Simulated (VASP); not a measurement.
# NaH (Fm-3m) in VASP: further runs, part 2 of 3

VASP 6.6.1. The steps go on from the part before.

## 3. Single point, PBE

INCAR reads:

```
SYSTEM = NaH
PREC = Accurate
ENCUT = 450
EDIFF = 1E-6
ISMEAR = 0
SIGMA = 0.05
LREAL = .False.
LASPH = .True.
NELM = 100
ALGO = Normal
ISIF = 2
LWAVE = .False.
LCHARG = .False.
GGA = PE
NBANDS = 11
ADDGRID = .True.
```

KPOINTS reads:

```
Automatic mesh
0
Gamma
  5 5 5
  0 0 0
```

POSCAR reads:

```
NaH
1.0
    0.0000000000      2.4400000000      2.4400000000
    2.4400000000      0.0000000000      2.4400000000
    2.4400000000      2.4400000000      0.0000000000
Na H
1 1
Direct
   -0.0187210000      0.0228060000      0.0160610000
    0.4668300000      0.5164870000      0.5214060000
```

Potentials or basis: VASP PAW PBE potentials, release 64 (Na_pv, H).

Command:

```bash
cat potpaw_PBE.64/Na_pv/POTCAR potpaw_PBE.64/H/POTCAR > POTCAR
mpirun -np 1 vasp_std > vasp.out
```

OUTCAR:

```text
SYSTEM = NaH
   PREC = Accurate
   ENCUT = 450
   EDIFF = 1E-6
   ISMEAR = 0
   LREAL = .False.
   LASPH = .True.
   NELM = 100
   ISIF = 2
   GGA = PE

 Found     63 irreducible k-points:

 Following reciprocal coordinates:
            Coordinates               Weight
  0.000000  0.000000  0.000000      1.000000
  0.200000  0.000000  0.000000      2.000000
  0.000000  0.200000  0.000000      2.000000
  0.000000  0.000000  0.200000      2.000000
  0.200000  0.200000  0.200000      2.000000
  0.400000  0.000000  0.000000      2.000000
   k-points           NKPTS =     63   k-points in BZ     NKDIM =     63   number of bands    NBANDS=     11
   number of dos      NEDOS =    301   number of ions     NIONS =      2
   total plane-waves  NPLWV =  13824
   dimension x,y,z NGX =    24 NGY =   24 NGZ =   24
   dimension x,y,z NGXF=    48 NGYF=   48 NGZF=   48
   ions per type =               1   1
   NGX,Y,Z   is equivalent  to a cutoff of  11.56, 11.56, 11.56 a.u.
   NGXF,Y,Z  is equivalent  to a cutoff of  23.13, 23.13, 23.13 a.u.
 SYSTEM =  NaH
   PREC   = accura    normal or accurate (medium, high low for compatibility)
   ISTART =      0    job   : 0-new  1-cont  2-samecut
   ICHARG =      2    charge: 1-file 2-atom 10-const
   ISPIN  =      1    spin polarized calculation?
   LNONCOLLINEAR =      F non collinear calculations
   LSORBIT =      F    spin-orbit coupling
   LASPH  =      T    aspherical Exc in radial PAW
   ENCUT  =  450.0 eV  33.07 Ry    5.75 a.u.   5.97  5.97  5.97*2*pi/ulx,y,z
   NELM   =    100;   NELMIN=  2; NELMDL= -5     # of ELM steps
   EDIFF  = 0.1E-05   stopping-criterion for ELM
   LREAL  =      F    real-space projection
   EDIFFG = 0.1E-04   stopping-criterion for IOM
   NSW    =      0    number of steps for IOM
   IBRION =     -1    ionic relax: 0-MD 1-quasi-New 2-CG
   NFREE  =      0    steps in history (QN), initial steepest desc. (CG)
   ISIF   =      2    stress and relaxation
   ISYM   =      2    0-nonsym 1-usesym 2-fastsym
   POTIM  = 0.5000    time-step for ionic-motion
   TEBEG  =    0.0;   TEEND  =   0.0 temperature during run
   PSTRESS=    0.0 pullay stress
   NELECT =       8.0000    total number of electrons
   NUPDOWN=      -1.0000    fix difference up-down
   EMIN   =  10.00;   EMAX   =-10.00  energy-range for DOS
   EFERMI =   0.00;   METHOD = LEGACY
   ISMEAR =     0;   SIGMA  =   0.05  broadening in eV -4-tet -1-fermi 0-gaus
   EFERMI_NEDOS =   21; number of points for ismear=-14 and -15
   IALGO  =     38    algorithm
   IMIX   =      4    mixing-type and parameters
     AMIX     =   0.40;   BMIX     =  1.00
     AMIX_MAG =   1.60;   BMIX_MAG =  1.00
  volume/ion in A,a.u.               =      14.53        98.03
  Fermi-wavevector in a.u.,A,eV,Ry     =   1.065054  2.012660 15.433636  1.134340
  Thomas-Fermi vector in A             =   2.200593
   LORBIT       =      0    0 simple, 1 ext, 2 COOP (PROOUT), +10 PAW based schemes
   GGA     = PE    functional components
   LHFCALC =     F    Hartree Fock is set to
   AEXX    =    0.0000 exact exchange contribution
   IVDW    =     0    specifies the selected vdW correction
   LEPSILON=     F    determine dielectric tensor
   LRPA    =     F    only Hartree local field effects (RPA)
 non-spin polarized calculation
 Gauss-broadening in eV      SIGMA  =   0.05
  energy-cutoff  :      450.00
  volume of cell :       29.05
 maximum number of plane-waves:       639
   NGX = 11   NGY = 11   NGZ = 11

 number of electron       8.0000000 magnetization

 Free energy of the ion-electron system (eV)
  ---------------------------------------------------
  ext. energy  EPLUGINS =         0.00000000
  ---------------------------------------------------
  free energy    TOTEN  =        -5.08377109 eV

  energy without entropy =       -5.08377109  energy(sigma->0) =       -5.08377109

 E-fermi :  -1.0775     XC(G=0):  -7.6726

 val. band max:       -1.3028493224   @ k =   0.2000  -0.4000  -0.4000
 cond. band min:       3.2349462676   @ k =   0.4000   0.4000   0.4000
 fundamental gap:      4.5377955900
 Fermi energy:        -1.0774699416

 k-point     1 :       0.0000    0.0000    0.0000
  band No.  band energies     occupation
      1     -23.3584      2.00000
      2     -23.3584      2.00000
      3     -23.3580      2.00000
      4      -4.7404      2.00000
      5       8.9537      0.00000
      6      14.1645      0.00000
      7      14.1653      0.00000
      8      14.1791      0.00000
      9      14.9724      0.00000
     10      14.9840      0.00000
     11      14.9926      0.00000

 k-point     2 :       0.2000    0.0000    0.0000
  band No.  band energies     occupation
      1     -23.3880      2.00000
      2     -23.3620      2.00000
      3     -23.3617      2.00000
      4      -4.0832      2.00000
      5       6.8599      0.00000
      6      10.5519      0.00000
      7      12.8588      0.00000
      8      12.8634      0.00000
      9      16.2141      0.00000
     10      16.2186      0.00000
     11      16.8399      0.00000

 k-point     3 :       0.0000    0.2000    0.0000
  band No.  band energies     occupation
      1     -23.3878      2.00000
      2     -23.3621      2.00000
      3     -23.3619      2.00000
      4      -4.0832      2.00000
      5       6.8606      0.00000
      6      10.5494      0.00000
      7      12.8591      0.00000
      8      12.8671      0.00000
      9      16.2102      0.00000
     10      16.2175      0.00000
     11      16.8400      0.00000

 k-point     4 :       0.0000    0.0000    0.2000
  band No.  band energies     occupation
      1     -23.3878      2.00000
      2     -23.3621      2.00000
      3     -23.3619      2.00000
      4      -4.0832      2.00000
      5       6.8607      0.00000
      6      10.5493      0.00000
      7      12.8591      0.00000
      8      12.8674      0.00000
      9      16.2099      0.00000
     10      16.2174      0.00000
     11      16.8401      0.00000

 k-point     5 :       0.2000    0.2000    0.2000
  band No.  band energies     occupation
      1     -23.3880      2.00000
      2     -23.3620      2.00000
      3     -23.3617      2.00000
      4      -4.0832      2.00000
      5       6.8597      0.00000
      6      10.5523      0.00000
      7      12.8586      0.00000
      8      12.8629      0.00000
      9      16.2146      0.00000
     10      16.2190      0.00000
     11      16.8399      0.00000

 k-point     6 :       0.4000    0.0000    0.0000
  band No.  band energies     occupation
      1     -23.4350      2.00000
      2     -23.3677      2.00000
      3     -23.3674      2.00000
      4      -2.4911      2.00000
      5       3.2351      0.00000
      6       9.4788      0.00000
      7      12.0910      0.00000
      8      12.0957      0.00000
      9      15.0463      0.00000
     10      15.0477      0.00000
     11      17.4383      0.00000

 [... further k-points ...]

------------------------ aborting loop because EDIFF is reached ----------------------------------------

  FORCE on cell =-STRESS in cart. coord.  units (eV):
  Direction    XX          YY          ZZ          XY          YZ          ZX
  --------------------------------------------------------------------------------------
  -------------------------------------------------------------------------------------
  Total       -0.1637602     -0.1611013     -0.1497758     -0.0000620     -0.0011656     -0.0001015
  in kB       -9.0306617     -8.8840322     -8.2594829     -0.0034200     -0.0642760     -0.0056000
  external PRESSURE =      -8.7247256 kB  Pullay stress =       0.0000000 kB

 VOLUME and BASIS-vectors are now :
 -----------------------------------------------------------------------------
  energy-cutoff  :      450.00
  volume of cell :       29.05
      direct lattice vectors                 reciprocal lattice vectors
     0.000000000  2.440000000  2.440000000    -0.204918033  0.204918033  0.204918033
     2.440000000  0.000000000  2.440000000     0.204918033 -0.204918033  0.204918033
     2.440000000  2.440000000  0.000000000     0.204918033  0.204918033 -0.204918033

 POSITION                                       TOTAL-FORCE (eV/Angst)
 -----------------------------------------------------------------------------------
      0.09484      2.43351      2.44997        -0.001815     -0.017054     -0.039484
      2.53246      2.41130      2.39929         0.001815      0.017054      0.039484
 -----------------------------------------------------------------------------------
    total drift:                                0.000008      0.000008     -0.000003

  FREE ENERGIE OF THE ION-ELECTRON SYSTEM (eV)
  ---------------------------------------------------
  free  energy   TOTEN  =        -5.0837710934 eV

  energy  without entropy=       -5.0837710934  energy(sigma->0) =       -5.08377109
```

OSZICAR:

```text
N       E                     dE             d eps       ncg     rms          rms(c)
DAV:   1     0.305293233399E+02    0.30529E+02   -0.38202E+03  1392   0.756E+02
DAV:   2    -0.448411751778E+01   -0.35013E+02   -0.34637E+02  1454   0.173E+02
DAV:   3    -0.550166984665E+01   -0.10176E+01   -0.10165E+01  1645   0.284E+01
DAV:   4    -0.550825363013E+01   -0.65838E-02   -0.65832E-02  1606   0.232E+00
DAV:   5    -0.550831641189E+01   -0.62782E-04   -0.62781E-04  1590   0.232E-01    0.316E+00
DAV:   6    -0.516919664988E+01    0.33912E+00   -0.33899E-01  1680   0.271E+00    0.146E+00
DAV:   7    -0.507895696120E+01    0.90240E-01   -0.32681E-01  1563   0.210E+00    0.357E-01
DAV:   8    -0.508385370130E+01   -0.48967E-02   -0.10379E-02  1497   0.940E-01    0.685E-02
DAV:   9    -0.508377537808E+01    0.78323E-04   -0.11569E-03  1775   0.350E-01    0.222E-02
DAV:  10    -0.508376701690E+01    0.83612E-05   -0.62059E-05  1580   0.495E-02    0.425E-03
DAV:  11    -0.508377103395E+01   -0.40170E-05   -0.62125E-06  1515   0.109E-02    0.322E-03
DAV:  12    -0.508377109336E+01   -0.59410E-07   -0.23683E-07  1044   0.327E-03
   1 F= -.50837711E+01 E0= -.50837711E+01  d E =-.380530E-11
```

stdout:

```text
POSCAR found type information on POSCAR NaH
 POSCAR found :  2 types and       2 ions
 scaLAPACK will be used
 LDA part: xc-table for (Slater+PW92), standard interpolation
 POSCAR, INCAR and KPOINTS ok, starting setup
 FFT: planning ... GRIDC
 FFT: planning ... GRID_SOFT
 FFT: planning ... GRID
 WAVECAR not read
 entering main loop
```

It took 9.1 s on 1 thread of Intel Xeon Platinum 8259CL at 2.50GHz (Skylake/Cascade Lake), shared host; peak memory 0.17 GiB.

The run converged, but some of its settings lie outside the range that counts as converged, so its numbers aren't taken as properties of the crystal.

Results:

- Free energy: -5.0838 eV
- Pressure: -0.9 GPa
- Largest force: 0.043 eV/Å
- Band gap on the k mesh: 4.54 eV, indirect (least direct gap 5.02 eV)

Caveat: the k mesh is coarse (spacing up to 0.45 Å⁻¹), so the values aren't converged; an odd mesh through Γ misses points on the zone boundary, where band edges often lie.

## 4. Single point, PBE

INCAR: that of step 3 with these lines changed.

```diff
@@ -7,3 +7,3 @@
 LREAL = .False.
-LASPH = .True.
+LASPH = .False.
 NELM = 100
@@ -15,2 +15,2 @@
 NBANDS = 11
-ADDGRID = .True.
+ADDGRID = .False.
```

KPOINTS is that of step 3.

POSCAR reads:

```
NaH
1.0
    0.0000000000      2.4400000000      2.4400000000
    2.4400000000      0.0000000000      2.4400000000
    2.4400000000      2.4400000000      0.0000000000
Na H
1 1
Direct
    0.0000000000      0.0000000000      0.0000000000
    0.5000000000      0.5000000000      0.5000000000
```

Command:

```bash
cat potpaw_PBE.64/Na_pv/POTCAR potpaw_PBE.64/H/POTCAR > POTCAR
mpirun -np 1 vasp_std > vasp.out
```

Wall time 2.3 s (1 thread of Intel Xeon Platinum 8259CL at 2.50GHz (Skylake/Cascade Lake), shared host); peak memory 0.12 GiB.

The run converged, but some of its settings lie outside the range that counts as converged, so its numbers aren't taken as properties of the crystal.

Results:

| Quantity | Value |
| --- | --- |
| Free energy | -5.0850 eV |
| Pressure | -0.9 GPa |
| Band gap on the k mesh | 4.54 eV, indirect (least direct gap 5.03 eV) |

Caveat: the k mesh is coarse (spacing up to 0.45 Å⁻¹), so the values aren't converged; an odd mesh through Γ misses points on the zone boundary, where band edges often lie.

[end of part 2 of 3]
